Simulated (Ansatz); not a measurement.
The system is AlN.

```
Al N
1.0
     0.00000    2.18399    2.18399
     2.18399    0.00000    2.18399
     2.18399    2.18399    0.00000
Al N
1 1
Direct
  0.00000 0.00000 0.00000
  0.25000 0.25000 0.25000
```

Measurements of this composition are mostly on another form, of space group No. 186.

Program: Ansatz 0.2.0. Alike in all runs: potentials or basis Ansatz PAW; no spin polarisation; cell as given; smearing fermi-dirac 0.05 eV.

**Question.** Order these runs on this cell by their pressure, lowest first.
A. level B3LYP5; k mesh 6 × 6 × 6; cutoff (eV) 420; points for each segment of the path 4
B. level LDA; k mesh 10 × 10 × 10; cutoff (eV) 420; points for each segment of the path 14
C. level PBE; k mesh 10 × 10 × 10; cutoff (eV) 600

**Answer.** B (-3.6 GPa), A (2.6 GPa), C (4.8 GPa).

Caveats: the PAW data sets come from PBE, with cores solved anew for the run's functional, which leaves a small shift of forces and pressure (some runs); the thresholds are loose for stress (some runs).
